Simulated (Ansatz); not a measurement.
# La on Co(0001): change of the work function

Aim: the work function of Co(0001) at several coverages of La (fcc site), and the dipole that each adsorbate carries.

Method: plane-wave DFT, PBE, Ansatz PAW, in Ansatz 0.2.0.

## (1) The system as given

The cell holds 4 atoms: 4 Co. Its edges and angles: a = 2.510 Å, b = 2.510 Å, c = 24.107 Å, α = 90.0°, β = 90.0°, γ = 60.0°. Vacuum lies along c.

## (2) The clean slab

The bare slab comes first, as the zero from which every change is counted. The two lowest layers are held at bulk places and the upper ones relax. The dipole correction removes the false field that a one-sided slab makes across the periodic vacuum, so each face gets a flat vacuum level of its own.

File input.yaml:

```yaml
crystal:
  lattice:
    - [2.51, 0.0, 0.0]
    - [1.255, 2.1737237635, 0.0]
    - [0.0, 0.0, 24.10683]
  atoms:
    - { symbol: Co, position: [0.6666666667, 0.6666666667, 0.3733381784], spin: 1.7 }
    - { symbol: Co, position: [0.0, 0.0, 0.4577793928], spin: 1.7 }
    - { symbol: Co, position: [0.6666666667, 0.6666666667, 0.5422206072], spin: 1.7 }
    - { symbol: Co, position: [0.0, 0.0, 0.6266618216], spin: 1.7 }
magnetization:
  spin_polarized: true
kpoints:
  mp_grid: { grid: [12, 12, 1] }
hamiltonian:
  xc: pbe
scf:
  occupations: { method: fermi_dirac, width: 0.1 }
  convergence: { dr2_threshold: 1.0e-08 }
efield:
  axis: 3
  dipole_correction: true
  ramp_position: 0.97
  ramp_width: 0.06
relax:
  f_tol: 0.02
  max_steps: 60
  constraints: [{ sites: [0, 1] }]
output:
  write_potential: true
  write_density: true
  volumetric_format: npy
```

Launch:

```
$ ansatz run input.yaml --threads 4 --pin off --max-ram 16384MiB --backend cpu --events-out ev --progress --plain --runs-dir out
```

The program printed:

```text
Engine: ansatz 0.2.0, aarch64-unknown-linux-gnu
Pseudopotentials: kind: paw
Pseudopotential: Co, paw, valence charge 17, recommended cutoff 420 eV (normal), Co.paw.azcp
Functional definition: PBE
  parameter kappa = 0.804
  parameter beta = 0.066725
  exchange = pbe_x(kappa = kappa, mu = beta*pi^2/3)
  correlation = pbe_c(beta = beta)
Crystal: 4 atoms, lattice volume = 131.528 Å³
Basis set: ecut = 420 eV, 2559 PW (Γ), exchange–correlation on 36×36×324 points (8 copies of the dense FFT grid, shifted against one another)
Bands: 45, of which v1, the nominal top of the filled ones, is band 34 counted from 1 (33 counted from 0)
Symmetry: 6 space group operations
k-points: 19 of 144 (time reversal used)
Non-local potential: Co, projectors of the file, l = 0: 3, l = 1: 2, l = 2: 3, l = 3: 1
PAW form: soft (Blöchl's): semilocal exchange-correlation on the pseudo side does not see the compensation charge
PAW one-centre angular grid: Co, 590 points (default); XC on 64 Gauss nodes
Initial density: superposition of atomic densities (neutral atoms: chi_scale 0, normalization atom)
Starting moments: Σ|m| = 6.8 μB on 4 of 4 sites
Initial wavefunctions: pseudopotential atomic-orbital guess
Functional: x = pbe(κ = 0.804, μ = 0.219515), c = pbe(β = 0.066725)
SCF iter   1: F=—  HF=-20501.283179 eV  |F-HF|=—  |Δ(HF+E_count)|=         —  Δρ=4.96e-2 (↑1.05e-2 ↓4.96e-2)  dr2=5.44e0  dr2_m=7.36e-1  M=6.870 μB ∫|m|=7.076 μB  β_m=1.00  ethr=3.10e-3  p=0.000 e·Å  D=5.04e-13 V/Å  ΔV_dip=-0.00 eV  dr2_dipole=6.91e-14  V_vac-E_F(+/−)=7.43/7.43 eV  ⟨swp⟩=11.6  Hψ=9064  notcnv=0  defer=12
Mixer restart at iter 1: flushing history
efield: sawtooth ramp at fractional position 0.9700 (set: `efield.ramp_position`, or a place that a band, a saddle search or an elastic batch's reference lends), width 0.0600; the density the first Hamiltonian is built on has a dipole p = 0.000 e·Å; the dipole correction subtracts the counter field D = 5.04e-13 V/Å, which shifts the + side's vacuum level by -0.00 eV against the − side's; the planar-averaged density in the ramp window peaks in size at 9.3e-6 e/Å³
preconditioner: auto → LDOS  [metal: Δε(μ)=0.017 eV  Ē_g=6.887 eV  σ=0.100 eV  W_gap=0.04  n_scr=18 (ndim 8)  ℏωp=19.4 eV  f_vac=0.597  D(μ)=4.76/eV (n_scr^D=18)]
spin=Collinear: LDOS preconditioning applied to the charge; magnetization (m = ρ↑ − ρ↓) channel mixes plain (no charge-response kernel on spin).
SCF iter   2: F=—  HF=-20500.677815 eV  |F-HF|=—  |Δ(HF+E_count)|=   6.05e-1  Δρ=1.21e-2 (↑1.21e-2 ↓7.84e-3)  dr2=4.83e-1  dr2_m=7.43e-2  M=6.898 μB ∫|m|=7.367 μB  β_m=0.34  ethr=3.10e-3  p=-0.000 e·Å  D=-2.46e-5 V/Å  ΔV_dip=0.00 eV  dr2_dipole=1.91e-7  V_vac-E_F(+/−)=6.53/6.53 eV  ⟨swp⟩=2.7  Hψ=3071  notcnv=0  defer=51
density mixer auto → msr1: a metal under ldos (density of states about μ 3.22 of a free-electron gas's, 18 screened modes)
SCF iter   3: F=—  HF=-20501.994777 eV  |F-HF|=—  |Δ(HF+E_count)|=    1.32e0  Δρ=4.76e-3 (↑4.76e-3 ↓4.65e-3)  dr2=9.37e-2  dr2_m=1.60e-2  M=6.919 μB ∫|m|=7.458 μB  β_m=0.48  ethr=7.10e-4  p=-0.000 e·Å  D=-4.93e-6 V/Å  ΔV_dip=0.00 eV  dr2_dipole=8.08e-8  V_vac-E_F(+/−)=5.92/5.92 eV  ⟨swp⟩=2.9  Hψ=2992  notcnv=0  defer=51
SCF iter   4: F=—  HF=-20502.978219 eV  |F-HF|=—  |Δ(HF+E_count)|=         —  Δρ=5.17e-3 (↑5.17e-3 ↓2.79e-3)  dr2=4.72e-2  dr2_m=7.71e-3  M=6.980 μB ∫|m|=7.615 μB  β_m=0.48  ethr=1.38e-4  p=0.000 e·Å  D=1.00e-6 V/Å  ΔV_dip=-0.00 eV  dr2_dipole=3.72e-8  V_vac-E_F(+/−)=5.27/5.27 eV  ⟨swp⟩=3.2  Hψ=3763  notcnv=0  defer=53
SCF iter   5: F=—  HF=-20503.130186 eV  |F-HF|=—  |Δ(HF+E_count)|=   1.52e-1  Δρ=2.48e-3 (↑1.51e-3 ↓2.48e-3)  dr2=1.24e-2  dr2_m=1.57e-3  M=6.908 μB ∫|m|=7.565 μB  β_m=0.64  ethr=6.94e-5  p=0.000 e·Å  D=1.27e-6 V/Å  ΔV_dip=-0.00 eV  dr2_dipole=5.37e-10  V_vac-E_F(+/−)=5.11/5.11 eV  ⟨swp⟩=2.2  Hψ=3111  notcnv=0  defer=53
SCF iter   6: F=—  HF=-20503.154936 eV  |F-HF|=—  |Δ(HF+E_count)|=   2.48e-2  Δρ=1.15e-3 (↑8.50e-4 ↓1.15e-3)  dr2=3.50e-3  dr2_m=1.52e-4  M=6.880 μB ∫|m|=7.545 μB  β_m=0.80  ethr=1.83e-5  p=0.000 e·Å  D=2.95e-6 V/Å  ΔV_dip=-0.00 eV  dr2_dipole=6.98e-9  V_vac-E_F(+/−)=5.04/5.04 eV  ⟨swp⟩=2.1  Hψ=2807  notcnv=0  defer=53
SCF iter   7: F=—  HF=-20503.158756 eV  |F-HF|=—  |Δ(HF+E_count)|=   3.82e-3  Δρ=5.96e-4 (↑5.02e-4 ↓5.96e-4)  dr2=1.26e-3  dr2_m=2.25e-5  M=6.862 μB ∫|m|=7.535 μB  β_m=0.70  ethr=5.15e-6  p=-0.000 e·Å  D=-6.61e-6 V/Å  ΔV_dip=0.00 eV  dr2_dipole=4.71e-8  V_vac-E_F(+/−)=5.00/5.00 eV  ⟨swp⟩=2.4  Hψ=3309  notcnv=0  defer=55
SCF iter   8: F=—  HF=-20503.158660 eV  |F-HF|=—  |Δ(HF+E_count)|=   9.67e-5  Δρ=1.88e-4 (↑1.88e-4 ↓1.66e-4)  dr2=7.45e-5  dr2_m=6.98e-6  M=6.861 μB ∫|m|=7.536 μB  β_m=0.70  ethr=1.85e-6  p=0.000 e·Å  D=1.90e-6 V/Å  ΔV_dip=-0.00 eV  dr2_dipole=1.38e-10  V_vac-E_F(+/−)=4.99/4.99 eV  ⟨swp⟩=2.4  Hψ=3092  notcnv=0  defer=56
SCF iter   9: F=—  HF=-20503.158672 eV  |F-HF|=—  |Δ(HF+E_count)|=   1.27e-5  Δρ=6.53e-5 (↑3.95e-5 ↓6.53e-5)  dr2=5.92e-6  dr2_m=2.71e-6  M=6.858 μB ∫|m|=7.537 μB  β_m=0.79  ethr=1.10e-7  p=-0.000 e·Å  D=-1.04e-6 V/Å  ΔV_dip=0.00 eV  dr2_dipole=6.55e-10  V_vac-E_F(+/−)=4.98/4.98 eV  ⟨swp⟩=2.6  Hψ=2918  notcnv=0  defer=56
SCF iter  10: F=—  HF=-20503.158675 eV  |F-HF|=—  |Δ(HF+E_count)|=   2.25e-6  Δρ=3.81e-5 (↑3.81e-5 ↓2.00e-5)  dr2=3.10e-6  dr2_m=1.73e-7  M=6.858 μB ∫|m|=7.537 μB  β_m=0.68  ethr=8.70e-9  p=0.000 e·Å  D=2.53e-6 V/Å  ΔV_dip=-0.00 eV  dr2_dipole=6.49e-9  V_vac-E_F(+/−)=4.98/4.98 eV  ⟨swp⟩=2.4  Hψ=2802  notcnv=0  defer=56
SCF iter  11: F=—  HF=-20503.158675 eV  |F-HF|=—  |Δ(HF+E_count)|=   4.99e-7  Δρ=1.15e-5 (↑6.30e-6 ↓1.15e-5)  dr2=2.56e-7  dr2_m=6.68e-8  M=6.857 μB ∫|m|=7.537 μB  β_m=0.59  ethr=4.56e-9  p=-0.000 e·Å  D=-2.92e-6 V/Å  ΔV_dip=0.00 eV  dr2_dipole=1.05e-8  V_vac-E_F(+/−)=4.98/4.98 eV  ⟨swp⟩=2.3  Hψ=2831  notcnv=0  defer=56
SCF iter  12: F=—  HF=-20503.158675 eV  |F-HF|=—  |Δ(HF+E_count)|=   9.93e-8  Δρ=6.32e-6 (↑3.05e-6 ↓6.32e-6)  dr2=3.02e-8  dr2_m=2.20e-8  M=6.857 μB ∫|m|=7.537 μB  β_m=0.79  ethr=3.77e-10  p=0.000 e·Å  D=3.20e-7 V/Å  ΔV_dip=-0.00 eV  dr2_dipole=3.26e-10  V_vac-E_F(+/−)=4.98/4.98 eV  ⟨swp⟩=2.3  Hψ=2600  notcnv=0  defer=56
SCF iter  13: F=—  HF=-20503.158675 eV  |F-HF|=—  |Δ(HF+E_count)|=   8.20e-8  Δρ=3.67e-6 (↑3.67e-6 ↓3.22e-6)  dr2=5.57e-8  dr2_m=3.60e-9  M=6.857 μB ∫|m|=7.538 μB  β_m=0.63  ethr=4.44e-11  p=-0.000 e·Å  D=-2.65e-6 V/Å  ΔV_dip=0.00 eV  dr2_dipole=1.06e-8  V_vac-E_F(+/−)=4.98/4.98 eV  ⟨swp⟩=3.1  Hψ=3575  notcnv=0  defer=56
[...]
preconditioner: auto → LDOS  [metal: Δε(μ)=0.011 eV  Ē_g=6.720 eV  σ=0.100 eV  W_gap=0.03  n_scr=12 (ndim 8)  ℏωp=19.4 eV  f_vac=0.612  D(μ)=3.74/eV (n_scr^D=16)]
spin=Collinear: LDOS preconditioning applied to the charge; magnetization (m = ρ↑ − ρ↓) channel mixes plain (no charge-response kernel on spin).
SCF iter   2: F=—  HF=-20503.182460 eV  |F-HF|=—  |Δ(HF+E_count)|=   6.54e-5  Δρ=1.31e-4 (↑1.31e-4 ↓1.26e-4)  dr2=3.27e-4  dr2_m=1.50e-6  M=6.834 μB ∫|m|=7.500 μB  β_m=0.31  ethr=1.53e-6  p=0.002 e·Å  D=2.56e-3 V/Å  ΔV_dip=-0.06 eV  dr2_dipole=1.26e-4  V_vac-E_F(+/−)=4.93/4.99 eV  ⟨swp⟩=2.1  Hψ=2531  notcnv=0  defer=64
density mixer auto → msr1: a metal under ldos (density of states about μ 2.82 of a free-electron gas's, 18 screened modes)
SCF iter   3: F=—  HF=-20503.182459 eV  |F-HF|=—  |Δ(HF+E_count)|=   8.64e-7  Δρ=1.32e-4 (↑1.32e-4 ↓6.95e-5)  dr2=8.49e-5  dr2_m=6.29e-6  M=6.834 μB ∫|m|=7.500 μB  β_m=0.44  ethr=4.81e-7  p=0.002 e·Å  D=2.44e-3 V/Å  ΔV_dip=-0.06 eV  dr2_dipole=2.77e-5  V_vac-E_F(+/−)=4.93/4.99 eV  ⟨swp⟩=1.6  Hψ=1860  notcnv=0  defer=64
SCF iter   4: F=—  HF=-20503.182475 eV  |F-HF|=—  |Δ(HF+E_count)|=   1.58e-5  Δρ=6.00e-5 (↑5.17e-5 ↓6.00e-5)  dr2=2.34e-5  dr2_m=2.73e-6  M=6.835 μB ∫|m|=7.501 μB  β_m=0.50  ethr=1.25e-7  p=0.002 e·Å  D=2.49e-3 V/Å  ΔV_dip=-0.06 eV  dr2_dipole=6.53e-6  V_vac-E_F(+/−)=4.93/4.99 eV  ⟨swp⟩=1.8  Hψ=2028  notcnv=0  defer=64
SCF iter   5: F=—  HF=-20503.182484 eV  |F-HF|=—  |Δ(HF+E_count)|=   8.94e-6  Δρ=5.34e-5 (↑5.34e-5 ↓3.33e-5)  dr2=7.93e-7  dr2_m=2.13e-6  M=6.836 μB ∫|m|=7.501 μB  β_m=0.64  ethr=3.44e-8  p=0.002 e·Å  D=2.54e-3 V/Å  ΔV_dip=-0.06 eV  dr2_dipole=1.53e-7  V_vac-E_F(+/−)=4.93/4.99 eV  ⟨swp⟩=2.0  Hψ=2380  notcnv=0  defer=64
SCF iter   6: F=—  HF=-20503.182487 eV  |F-HF|=—  |Δ(HF+E_count)|=   3.70e-6  Δρ=2.43e-5 (↑2.43e-5 ↓7.21e-6)  dr2=7.27e-7  dr2_m=1.91e-7  M=6.836 μB ∫|m|=7.502 μB  β_m=0.65  ethr=1.17e-9  p=0.002 e·Å  D=2.57e-3 V/Å  ΔV_dip=-0.06 eV  dr2_dipole=2.86e-8  V_vac-E_F(+/−)=4.93/4.99 eV  ⟨swp⟩=3.0  Hψ=3471  notcnv=0  defer=64
SCF iter   7: F=—  HF=-20503.182487 eV  |F-HF|=—  |Δ(HF+E_count)|=   1.19e-7  Δρ=9.49e-6 (↑8.56e-6 ↓9.49e-6)  dr2=4.08e-7  dr2_m=2.71e-8  M=6.836 μB ∫|m|=7.502 μB  β_m=0.57  ethr=1.07e-9  p=0.002 e·Å  D=2.57e-3 V/Å  ΔV_dip=-0.06 eV  dr2_dipole=7.01e-8  V_vac-E_F(+/−)=4.93/4.99 eV  ⟨swp⟩=2.0  Hψ=2982  notcnv=0  defer=64
SCF iter   8: F=—  HF=-20503.182487 eV  |F-HF|=—  |Δ(HF+E_count)|=   3.91e-8  Δρ=3.66e-6 (↑3.66e-6 ↓2.36e-6)  dr2=1.56e-8  dr2_m=9.75e-9  M=6.836 μB ∫|m|=7.502 μB  β_m=0.70  ethr=6.00e-10  p=0.002 e·Å  D=2.57e-3 V/Å  ΔV_dip=-0.06 eV  dr2_dipole=9.30e-10  V_vac-E_F(+/−)=4.93/4.99 eV  ⟨swp⟩=2.4  Hψ=2856  notcnv=0  defer=64
SCF iter   9: F=—  HF=-20503.182487 eV  |F-HF|=—  |Δ(HF+E_count)|=   4.03e-8  Δρ=1.38e-6 (↑1.31e-6 ↓1.38e-6)  dr2=4.04e-9  dr2_m=1.04e-9  M=6.836 μB ∫|m|=7.502 μB  β_m=0.65  ethr=2.30e-11  p=0.002 e·Å  D=2.57e-3 V/Å  ΔV_dip=-0.06 eV  dr2_dipole=1.27e-10  V_vac-E_F(+/−)=4.93/4.99 eV  ⟨swp⟩=2.8  Hψ=3042  notcnv=0  defer=64
SCF iter  10: F=—  HF=-20503.182487 eV  |F-HF|=—  |Δ(HF+E_count)|=   7.22e-9  Δρ=1.37e-6 (↑8.82e-7 ↓1.37e-6)  dr2=1.39e-8  dr2_m=3.69e-10  M=6.836 μB ∫|m|=7.502 μB  β_m=0.67  ethr=5.94e-12  p=0.002 e·Å  D=2.57e-3 V/Å  ΔV_dip=-0.06 eV  dr2_dipole=4.02e-9  V_vac-E_F(+/−)=4.93/4.99 eV  ⟨swp⟩=2.8  Hψ=3515  notcnv=0  defer=64
SCF iter  11: F=-20503.182487 eV  HF=-20503.182487 eV  |F-HF|=5.18e-9  |Δ(HF+E_count)|=   2.51e-9  Δρ=8.80e-7 (↑3.13e-7 ↓8.80e-7)  dr2=4.60e-9  dr2_m=2.09e-10  M=6.836 μB ∫|m|=7.502 μB  ethr=5.94e-12  p=0.002 e·Å  D=2.57e-3 V/Å  ΔV_dip=-0.06 eV  dr2_dipole=1.32e-9  V_vac-E_F(+/−)=4.93/4.99 eV  ⟨swp⟩=7.0  Hψ=9563  notcnv=0
SCF 4 converged in 11 iterations: F = -20503.182487 eV  dr2 = 4.60e-9
relax step   4: F+E_penalty+E_count = -20503.18248727 eV  Δ(F+E_penalty+E_count) = -2.578e-4 eV  max|allowed force component| = 6.602e-3 eV/Å  Δτ_max = 0.0084 Å  (11 SCF iters, accepted)
NSCF: frozen V_eff on 19 k-points
the band table was solved once a step of the walk had ended and its energy, with any forces and stress, was formed, with the checks that follow a solve (9233 applications of the Hamiltonian). They found nothing against the state; the energy, forces and stress were not computed again (output.eigenvalues in the input reference)
WARN: The output density's exchange-correlation potential varies sharply where the density is thin. Do not read a vacuum level from v_tot or v_xc, or from such a field of the output density. On a cell that repeats whose density bears no net charge and no dipole along the vacuum's axis use v_es (v_loc + v_h of the components); under efield.dipole_correction with no amplitude use v_es + v_field, which holds any externa [...]
SCF converged after 11 iterations
Magnetization: 6.8365 μB (37.4182 up, 30.5818 down)
Absolute magnetization: 7.5041 μB (∫|ρ↑−ρ↓|, with the PAW one-centre terms)
Spin contamination: 0.1418 ħ² per cell (⟨S²⟩ above its minimum at these occupations)
Per-site moments (μB) at R_I (Å): [(1.819632, 1.030734), (1.757752, 1.030734), (1.742027, 1.000660), (1.792708, 1.000660)]
Free energy (F): -20503.182487 eV
Harris-Foulkes:  -20503.182487 eV  (|F-HF|=5.18e-9)
Internal energy: -20503.052780 eV  (E = F + TS)
E sigma→0 (E₀):  -20503.117634 eV
Entropy (-TS):   -0.129707 eV (-32.427 meV/atom)
Fermi energy:    2.954768 eV
Dipole field:    D = 0.002626 V/Å  (p = 0.001909 e·Å, saw-weighted, corrected)
Work function:   Φ+ = 4.9253 eV   Φ− = 4.9886 eV
Levels:          The Fermi level and band energies are counted from a zero that moves with the ramp; work functions are not
--- Per-component energies (eV) ---
  E_band       = -2041.790011
  E_kinetic    = 1808.861082
  E_local      = -151342.607085  (includes V_loc(G=0)·N_el)
  E_nonlocal   = 1821.381808
  E_hartree    = 74222.730396
  E_xc         = -632.279232
  E_vxc        = -815.577330  (∫ρ·V_xc dr)
  E_paw        = -6063.646017  (= ΣΔE_a)
  E_vpaw       = -1959.317964  (= ΣTr[D̂ρ^β])
  E_aug_tail   = 0.000301  (compensation charges beyond the density's cutoff)
  E_efield     = 0.000003  (sawtooth field / dipole correction)
  E_vefield    = 0.003157  (∫n·V_field dr)
  E_ewald      = 59682.505964
  E_smearing   = -0.129707  (= −TS)
  E_closure    = -0.000000  (closes the sum)
  Σ components = -20503.182487   (vs F -20503.182487, Δ=0.00e0)
--- Forces (eV/Å), atoms counted from 1 ---
  atom   1  Co     0.00000000     0.00000000     0.50233302
  atom   2  Co    -0.00000000     0.00000000    -0.49982607
  atom   3  Co     0.00000000    -0.00000000     0.00407533
  atom   4  Co    -0.00000000    -0.00000000    -0.00660206
  max |Σ_I F_I| component: 1.98e-5 eV/Å
--- Band table (eV; the first three rows and the last of 38) ---
  k-point 0 ↑: bands = [... 30 lower, 0.6027, 1.1317, 1.1317, 1.5257, 1.5257, 1.8851, 1.8851, 2.0257, ... 7 higher]
  k-point 1 ↑: bands = [... 30 lower, 0.6932, 1.0395, 1.1017, 1.3850, 1.5039, 1.5354, 1.7908, 1.8846, ... 7 higher]
  k-point 2 ↑: bands = [... 30 lower, 0.8036, 0.9408, 1.0332, 1.1441, 1.4384, 1.4726, 1.8810, 2.0831, ... 7 higher]
  k-point 18 ↓: bands = [... 30 lower, 3.1142, 3.7214, 3.7507, 3.8049, 3.9140, 3.9574, 8.5075, 8.8942, ... 7 higher]
--- Relaxed structure (4 steps of the walk, 4 accepted, 0 SCFs on fresh bases) ---
  F+E_penalty+E_count = -20503.18248727 eV   max|allowed force component| = 6.602e-3 eV/Å
  atoms:
    - { symbol: Co, position: [0.666667, 0.666667, 0.373338] }
    - { symbol: Co, position: [0.0, 0.0, 0.4577793928] }
    - { symbol: Co, position: [0.666667, 0.666667, 0.542627] }
    - { symbol: Co, position: [-4.105840e-18, 0, 0.623327] }
```

It took 35 s on 4 threads of Arm Neoverse V1, shared host; peak memory 0.54 GiB.

Reading the cycles: dr2 is the Hartree energy of the density residual (eV), the measure of convergence; HF is the Harris–Foulkes estimate of the energy, which meets the free energy F at convergence.

Relaxation path:

| step | energy less that of the first step (eV) | largest force component (eV/Å) |
| --- | --- | --- |
| 1 | 0.0000 | 0.4887 |
| 2 | -0.0156 | 0.3161 |
| 3 | -0.0236 | 0.0611 |
| 4 | -0.0238 | 0.0066 |

The run keeps the 6 symmetry operations that the program found, so distortions that break them were not tested.

The atoms that moved most (Å):

| atom | dx | dy | dz | length |
| --- | --- | --- | --- | --- |
| Co4 | 0.000 | 0.000 | -0.080 | 0.080 |
| Co3 | 0.000 | 0.000 | 0.010 | 0.010 |

The relaxed structure:

```cif
data_structure
_symmetry_space_group_name_H-M 'P 1'
_symmetry_Int_Tables_number 1
_cell_length_a 2.5100
_cell_length_b 2.5100
_cell_length_c 24.1068
_cell_angle_alpha 90.000
_cell_angle_beta 90.000
_cell_angle_gamma 60.000
_cell_volume 131.53
loop_
_atom_site_label
_atom_site_type_symbol
_atom_site_fract_x
_atom_site_fract_y
_atom_site_fract_z
_atom_site_occupancy
Co1 Co 0.66667 0.66667 0.37334 1
Co2 Co 0.00000 0.00000 0.45778 1
Co3 Co 0.66667 0.66667 0.54263 1
Co4 Co 0.00000 0.00000 0.62333 1
```

Numbers from this step:

- energy at zero smearing: -20503.1176 eV
- total moment: 6.836 μB
- site moments: 1.820, 1.758, 1.742, 1.793 μB
- work function, upper face: 4.925 eV
- work function, lower face: 4.989 eV
- dipole along the normal: 0.001909 e·Å
- step between the vacuum levels: -0.06331 eV

Running mean over 2.03561 Å of the planar mean; the ramp of the sawtooth is left out. Table of electron's electrostatic potential energy less the Fermi level by z:

z (Å), electron's electrostatic potential energy less the Fermi level (eV) and a bar from the least value:
```
      3.0        5.0 ##############################
      3.5        5.0 ##############################
      4.0        5.0 ##############################
      4.5        5.0 ##############################
      5.0        5.0 ##############################
      5.5        5.0 ##############################
      6.0        4.9 ##############################
      6.5        4.8 ##############################
      7.0        4.2 #############################
      7.5        1.9 ########################
      8.0       -3.5 ###############
      8.5       -8.6 #####
      9.0      -10.3 ##
      9.5      -10.5 ##
     10.0      -10.5 ##
     10.5      -10.5 ##
     11.0      -10.6 ##
     11.5      -10.5 ##
     12.0      -10.5 ##
     12.5      -10.5 ##
     13.0      -10.6 ##
     13.5      -11.1 #
     14.0      -11.5 
     14.5      -11.2 #
     15.0      -10.4 ##
     15.5       -8.8 #####
     16.0       -3.8 ##############
     16.5        1.7 ########################
     17.0        4.1 ############################
     17.5        4.7 #############################
     18.0        4.9 ##############################
     18.5        4.9 ##############################
     19.0        4.9 ##############################
     19.5        4.9 ##############################
     20.0        4.9 ##############################
     20.5        4.9 ##############################
     21.0        4.9 ##############################
```

Site moment by atom:

| atom | site moment (μB) |
| --- | --- |
| Co1 | 1.82 |
| Co2 | 1.76 |
| Co3 | 1.74 |
| Co4 | 1.79 |

The relaxation took 4 steps and lowered the energy by 0.024 eV; the largest force on the free atoms ends at 0.0066 eV/Å.

The work function of the upper face is 4.93 eV.

[end of part 1 of 4]

[Long decimals in the printed logs are rounded to 6 places.]

[Logs are printed without paths, hosts, clocks, repeated set-up lines and the standing remarks that a program may print on its own settings, such as how far it seeks lower states.]

[Hosts, paths, dates, database ids (printed as entryN), source tags and the programs' standing remarks are cut or masked in the printed files.]

[Maps of the electrostatic potential energy from Ansatz leave out the sawtooth potential of an applied field or a dipole correction, so their vacuum need not be flat; planar profiles and work functions include it.]
